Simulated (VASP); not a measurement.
Level of theory: r2SCAN meta-GGA, VASP's PBE PAW potentials (set 64) (plane waves; VASP 6.6.1).

VASP ran on this input.

**INCAR**
```
# general
SYSTEM   =  ZrO2
PREC     =  Accurate
ENCUT    =  520
LREAL    =  .FALSE.
LASPH    =  .TRUE.

# electronic loop
EDIFF    =  1E-7
NELM     =  100
ALGO     =  Normal
LMAXMIX  =  4
LMIXTAU  =  .TRUE.

# smearing
ISMEAR   =  -5

# functional
METAGGA  =  R2SCAN

# ions
ISIF     =  2

# output
LWAVE    =  .FALSE.
LCHARG   =  .FALSE.
LORBIT   =  11
NEDOS    =  601

# other
LEFG     =  .TRUE.
```

**KPOINTS**
```
Automatic mesh
0
Gamma
7 7 5
0 0 0
```

### KPOINTS_OPT
```
k-points along high-symmetry lines
6
Line-mode
Reciprocal
  0.000000   0.000000   0.000000 ! GAMMA
  0.000000   0.500000   0.000000 ! X

  0.000000   0.500000   0.000000 ! X
  0.500000   0.500000   0.000000 ! M

  0.500000   0.500000   0.000000 ! M
  0.000000   0.000000   0.000000 ! GAMMA

  0.000000   0.000000   0.000000 ! GAMMA
  0.000000   0.000000   0.500000 ! Z

  0.000000   0.000000   0.500000 ! Z
  0.000000   0.500000   0.500000 ! R

  0.000000   0.500000   0.500000 ! R
  0.500000   0.500000   0.500000 ! A

  0.500000   0.500000   0.500000 ! A
  0.000000   0.000000   0.500000 ! Z

  0.000000   0.500000   0.000000 ! X
  0.000000   0.500000   0.500000 ! R

  0.500000   0.500000   0.000000 ! M
  0.500000   0.500000   0.500000 ! A
```

POSCAR:
```
ZrO2
10.4451110
  0.3448923997   0.0000000000   0.0000000000
  0.0000000000   0.3448923997   0.0000000000
  0.0000000000   0.0000000000   0.4999999820
Zr O
2 4
Direct
  0.0000000000   0.0000000000   1.0000000000
  0.5000000000   0.5000000000   0.5000000000
  0.0000000000   0.5000000000   0.3020071212
  0.0000000000   0.5000000000   0.8020071212
  0.5000000000   0.0000000000   0.1979928788
  0.5000000000   0.0000000000   0.6979928788
```

POTCAR, in this order: Zr_sv O (PBE.64 set). Program: vasp_std.

The resulting files:

**OSZICAR**
```
       N       E                     dE             d eps       ncg     rms          rms(c)
DAV:   1     0.420680305835E+03    0.42068E+03   -0.28584E+04  1680   0.180E+03
DAV:   2    -0.915013461168E+02   -0.51218E+03   -0.50186E+03  2284   0.472E+02
DAV:   3    -0.121386057227E+03   -0.29885E+02   -0.29793E+02  2428   0.110E+02
DAV:   4    -0.123494483510E+03   -0.21084E+01   -0.21064E+01  2696   0.225E+01
DAV:   5    -0.123533970739E+03   -0.39487E-01   -0.39484E-01  2108   0.271E+00    0.385E+01
DAV:   6    -0.964568300651E+02    0.27077E+02   -0.44860E+01  2064   0.499E+01    0.146E+01
DAV:   7    -0.906042140249E+02    0.58526E+01   -0.36118E+00  2048   0.150E+01    0.429E+00
DAV:   8    -0.965122511282E+02   -0.59080E+01   -0.21305E+00  1792   0.118E+01    0.276E+00
DAV:   9    -0.918290077296E+02    0.46832E+01   -0.13701E+00  1712   0.919E+00    0.475E-01
DAV:  10    -0.916572424432E+02    0.17177E+00   -0.23693E-01  2064   0.356E+00    0.743E-01
DAV:  11    -0.915890177705E+02    0.68225E-01   -0.11812E-02  2388   0.709E-01    0.653E-01
DAV:  12    -0.918353328790E+02   -0.24632E+00   -0.83985E-02  1680   0.281E+00    0.208E-01
DAV:  13    -0.918771966628E+02   -0.41864E-01   -0.21647E-02  1952   0.122E+00    0.157E-01
DAV:  14    -0.918765865671E+02    0.61010E-03   -0.19906E-03  2312   0.360E-01    0.110E-01
DAV:  15    -0.918836589683E+02   -0.70724E-02   -0.26381E-03  1680   0.523E-01    0.545E-02
DAV:  16    -0.918842241173E+02   -0.56515E-03   -0.60800E-04  1792   0.176E-01    0.350E-02
DAV:  17    -0.918841202527E+02    0.10386E-03   -0.40006E-05  2156   0.572E-02    0.342E-02
DAV:  18    -0.918843812852E+02   -0.26103E-03   -0.11902E-04  1680   0.925E-02    0.738E-03
DAV:  19    -0.918843841500E+02   -0.28648E-05   -0.62619E-06  2040   0.210E-02    0.529E-03
DAV:  20    -0.918843844372E+02   -0.28719E-06   -0.76866E-07  1700   0.691E-03    0.323E-03
DAV:  21    -0.918843896175E+02   -0.51803E-05   -0.38048E-06  1680   0.141E-02    0.203E-03
DAV:  22    -0.918843895570E+02    0.60521E-07   -0.13633E-07   924   0.329E-03
   1 F= -.91884390E+02 E0= -.91884390E+02  d E =0.000000E+00
       N       E                     dE             ncg
       N       E                     dE             ncg
```

OUTCAR:
```
------------------------ aborting loop because EDIFF is reached ----------------------------------------
  FORCE on cell =-STRESS in cart. coord.  units (eV):
  Direction    XX          YY          ZZ          XY          YZ          ZX
  --------------------------------------------------------------------------------------
  Total        0.0753967      0.0753967      0.0833086      0.0000000      0.0000000      0.0000000
  in kB        1.7823232      1.7823232      1.9693542      0.0000000      0.0000000      0.0000000
  external PRESSURE =       1.8446669 kB  Pullay stress =       0.0000000 kB
  volume of cell :       67.78
      direct lattice vectors                 reciprocal lattice vectors
     3.602439398  0.000000000  0.000000000     0.277589680  0.000000000  0.000000000
     0.000000000  3.602439398  0.000000000     0.000000000  0.277589680  0.000000000
     0.000000000  0.000000000  5.222555312     0.000000000  0.000000000  0.191477149
 POSITION                                       TOTAL-FORCE (eV/Angst)
 -----------------------------------------------------------------------------------
      0.00000      0.00000      0.00000        -0.000000      0.000000      0.000000
      1.80122      1.80122      2.61128         0.000000     -0.000000      0.000000
      0.00000      1.80122      1.57725         0.000000      0.000000      0.002764
      0.00000      1.80122      4.18853        -0.000000     -0.000000      0.002764
      1.80122      0.00000      1.03403         0.000000      0.000000     -0.002764
      1.80122      0.00000      3.64531         0.000000      0.000000     -0.002764
 -----------------------------------------------------------------------------------
    total drift:                                0.000000      0.000000      0.000000
  FREE ENERGIE OF THE ION-ELECTRON SYSTEM (eV)
  ---------------------------------------------------
  free  energy   TOTEN  =       -91.8843895570 eV

  energy  without entropy=      -91.8843895570  energy(sigma->0) =      -91.88438956

 total charge

# of ion       s       p       d       tot
------------------------------------------
    1        2.170   6.049   1.310   9.529
    2        2.170   6.049   1.310   9.529
    3        1.571   3.563   0.000   5.134
    4        1.571   3.563   0.000   5.134
    5        1.571   3.563   0.000   5.134
    6        1.571   3.563   0.000   5.134
--------------------------------------------------
tot         10.623  26.350   2.620  39.593
```
(Selected blocks of OUTCAR.)

**OUTCAR**
```
 val. band max:        5.9578631743   @ k =   0.2857   0.1429   0.0000

 cond. band min:      10.5402291192   @ k =   0.0000   0.0000   0.0000


 Fermi energy:         6.0284239911

 k-point     1 :       0.0000    0.0000    0.0000
  band No.  band energies     occupation
      1     -42.9411      2.00000
      2     -42.8878      2.00000
      3     -20.8167      2.00000
      4     -20.2362      2.00000
      5     -20.2362      2.00000
      6     -20.1395      2.00000
      7     -20.0906      2.00000
      8     -20.0906      2.00000
      9     -12.5386      2.00000
     10     -11.3432      2.00000
     11     -10.6874      2.00000
     12     -10.4353      2.00000
     13       1.0710      2.00000
     14       1.2972      2.00000
     15       1.4649      2.00000
     16       1.4649      2.00000
     17       3.5166      2.00000
     18       3.5166      2.00000
     19       4.6511      2.00000
     20       4.6511      2.00000
     21       5.2842      2.00000
     22       5.8170      2.00000
     23       5.8594      2.00000
     24       5.8594      2.00000
     25      10.5402      0.00000
     26      11.0372      0.00000
     27      11.7398      0.00000
     28      11.7772      0.00000

 k-point     2 :       0.1429    0.0000    0.0000
  band No.  band energies     occupation
      1     -42.9352      2.00000
      2     -42.8871      2.00000
      3     -20.7712      2.00000
      4     -20.3327      2.00000
      5     -20.2257      2.00000
      6     -20.1953      2.00000
      7     -20.1456      2.00000
      8     -20.0945      2.00000
      9     -12.3447      2.00000
     10     -11.2591      2.00000
     11     -10.7213      2.00000
     12     -10.5038      2.00000
     13       0.9938      2.00000
     14       1.3836      2.00000
     15       1.5990      2.00000
     16       2.0538      2.00000
     17       3.2822      2.00000
     18       3.5166      2.00000
     19       4.4702      2.00000
     20       4.5617      2.00000
...
```

The path is coarsely sampled, so an indirect gap can come out somewhat too large.

The structure comes from a computed database's ZrO2 entry (P4_2/nmc); how it stands against other phases isn't given here. It was relaxed first.
